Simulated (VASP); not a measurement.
# Li2O (Fm-3m) in VASP: a series of runs, part 2 of 2

VASP 6.6.1. The steps go on from the part before.

### 6 Single point, PBEsol

This run uses another cell than the first one, of 8.16 Å³/atom, 1.020 times its volume.

Input file INCAR:

```
SYSTEM = Li2O
ALGO = Normal
EDIFF = 1E-6
ENCUT = 520
GGA = PS
ISIF = 2
ISMEAR = 0
LASPH = .True.
LCHARG = .False.
LREAL = .False.
LWAVE = .False.
NBANDS = 13
NELM = 100
PREC = Accurate
SIGMA = 0.1
```

Input file KPOINTS:

```
k-points
0
Gamma
  6 6 6
  0 0 0
```

Input file POSCAR:

```
Li2O
1.0
    0.0000000000      2.3050000000      2.3050000000
    2.3050000000      0.0000000000      2.3050000000
    2.3050000000      2.3050000000      0.0000000000
Li O
2 1
Direct
    0.2500000000      0.2500000000      0.2500000000
    0.7500000000      0.7500000000      0.7500000000
    0.0000000000      0.0000000000      0.0000000000
```

Potentials or basis: VASP PAW PBE potentials, release 64 (Li_sv, O).

The run is started by

```bash
> cat potpaw_PBE.64/Li_sv/POTCAR potpaw_PBE.64/O/POTCAR > POTCAR
> mpirun -np 1 vasp_std > vasp.out
```

OUTCAR:

```text
SYSTEM = Li2O
   EDIFF = 1E-6
   ENCUT = 520
   GGA = PS
   ISIF = 2
   ISMEAR = 0
   LASPH = .True.
   LREAL = .False.
   NELM = 100
   PREC = Accurate

 ion  position               nearest neighbor table
   1  0.250  0.250  0.250-   3 2.00   3 2.00   3 2.00   3 2.00   2 2.31   2 2.31   2 2.31   2 2.31
                             2 2.31   2 2.31
   2  0.750  0.750  0.750-   3 2.00   3 2.00   3 2.00   3 2.00   1 2.31   1 2.31   1 2.31   1 2.31
                             1 2.31   1 2.31
   3  0.000  0.000  0.000-   1 2.00   2 2.00   2 2.00   2 2.00   2 2.00   1 2.00   1 2.00   1 2.00

  LATTYP: Found a face centered cubic cell.
 ALAT       =     4.6100000000

  Lattice vectors:

 A1 = (   0.0000000000,   2.3050000000,   2.3050000000)
 A2 = (   2.3050000000,   0.0000000000,   2.3050000000)
 A3 = (   2.3050000000,   2.3050000000,   0.0000000000)

Analysis of symmetry for initial positions (statically):
=====================================================================
 Subroutine PRICEL returns:
 Original cell was already a primitive cell.

 Routine SETGRP: Setting up the symmetry group for a
 face centered cubic supercell.

 Subroutine GETGRP returns: Found 48 space group operations
[... 175 lines left out ...]
      8      13.0960      0.00000
      9      13.0960      0.00000
     10      13.0961      0.00000
     11      20.1524      0.00000
     12      20.1524      0.00000
     13      20.1525      0.00000
[... 226 lines left out ...]
  band No.  band energies     occupation
      1     -40.8401      2.00000
      2     -40.7821      2.00000
      3     -13.8217      2.00000
      4      -0.5063      2.00000
      5      -0.2981      2.00000
      6      -0.1980      2.00000
      7       7.5711      0.00000
      8      12.5271      0.00000
      9      15.0340      0.00000
     10      15.6548      0.00000
     11      18.0597      0.00000
     12      21.1834      0.00000
     13      23.2033      0.00000

------------------------ aborting loop because EDIFF is reached ----------------------------------------

  FORCE on cell =-STRESS in cart. coord.  units (eV):
  Direction    XX          YY          ZZ          XY          YZ          ZX
  --------------------------------------------------------------------------------------
  -------------------------------------------------------------------------------------
  Total       -0.1921307     -0.1921307     -0.1921307      0.0000000      0.0000000      0.0000000
  in kB      -12.5679565    -12.5679565    -12.5679565      0.0000000      0.0000000      0.0000000
  external PRESSURE =     -12.5679565 kB  Pullay stress =       0.0000000 kB

 VOLUME and BASIS-vectors are now :
 -----------------------------------------------------------------------------
  energy-cutoff  :      520.00
  volume of cell :       24.49
      direct lattice vectors                 reciprocal lattice vectors
     0.000000000  2.305000000  2.305000000    -0.216919740  0.216919740  0.216919740
     2.305000000  0.000000000  2.305000000     0.216919740 -0.216919740  0.216919740
     2.305000000  2.305000000  0.000000000     0.216919740  0.216919740 -0.216919740

 POSITION                                       TOTAL-FORCE (eV/Angst)
 -----------------------------------------------------------------------------------
      1.15250      1.15250      1.15250        -0.000000     -0.000000     -0.000000
      3.45750      3.45750      3.45750         0.000000      0.000000      0.000000
      0.00000      0.00000      0.00000        -0.000000     -0.000000     -0.000000
 -----------------------------------------------------------------------------------
    total drift:                               -0.000000      0.000000      0.000000

  FREE ENERGIE OF THE ION-ELECTRON SYSTEM (eV)
  ---------------------------------------------------
  free  energy   TOTEN  =       -14.7455545210 eV

  energy  without entropy=      -14.7455545210  energy(sigma->0) =      -14.74555452
```

stdout:

```text
POSCAR found type information on POSCAR LiO
 POSCAR found :  2 types and       3 ions
 scaLAPACK will be used
 -----------------------------------------------------------------------------
|                                                                             |
|                                                                             |
|     You enforced a specific xc type in the INCAR file but a different       |
|     I HOPE YOU KNOW WHAT YOU ARE DOING!                                     |
|                                                                             |
 -----------------------------------------------------------------------------

 LDA part: xc-table for (Slater+PW92), standard interpolation
 POSCAR, INCAR and KPOINTS ok, starting setup
 FFT: planning ... GRIDC
 FFT: planning ... GRID_SOFT
 FFT: planning ... GRID
 WAVECAR not read
 entering main loop
```

Wall time 3.8 s (1 thread of Intel Xeon Platinum 8488C (Sapphire Rapids), shared host); peak memory 0.12 GiB.

What came out:

```
Free energy            : -14.7456 eV
Band gap on the k mesh : 4.83 eV, indirect (least direct gap 5.21 eV)
```

Caveat: the cutoff is under 1.25 times the usual one of these potentials, so pressure, stress and relaxed cells hold a basis-set (Pulay) error; the PAW data sets were made with another functional, which shifts forces and pressure a little. PBEsol gaps usually lie below the measured ones, often by a third to a half.

### 7 Overview

| task | cell | k mesh | cutoff (eV) | smearing | gap on the mesh (eV) | pressure (GPa) | relaxed volume (Å³/atom) |
| --- | --- | --- | --- | --- | --- | --- | --- |
| single point | Fm-3m, 8.01 Å³/atom | 8 × 8 × 8 | 520 | gaussian 0.02 eV | 4.86 | - | - |
| relaxation of cell and atoms | relaxed | 8 × 8 × 8 | 600 | gaussian 0.02 eV | 4.87 | 0.1 | 8.00 |
| single point | cell and atoms relaxed tightly for response | 8 × 8 × 8 | 520 | gaussian 0.01 eV | 4.86 | - | - |
| relaxation of cell and atoms | relaxed from: cell and atoms relaxed tightly for response | 8 × 8 × 8 | 600 | gaussian 0.01 eV | 4.86 | 0.0 | 8.01 |
| single point | Fm-3m, 8.16 Å³/atom | 6 × 6 × 6 | 520 | gaussian 0.1 eV | 4.83 | - | - |

Alike in all rows: level PBEsol; potentials or basis VASP PAW PBE potentials, release 64 (Li_sv, O); no spin polarisation.

Caveats: the cutoff is under 1.25 times the usual one of these potentials, so pressure, stress and relaxed cells hold a basis-set (Pulay) error; the PAW data sets were made with another functional, which shifts forces and pressure a little.

Total energies depend on the potentials used, so only differences within one code and one set of settings carry meaning.
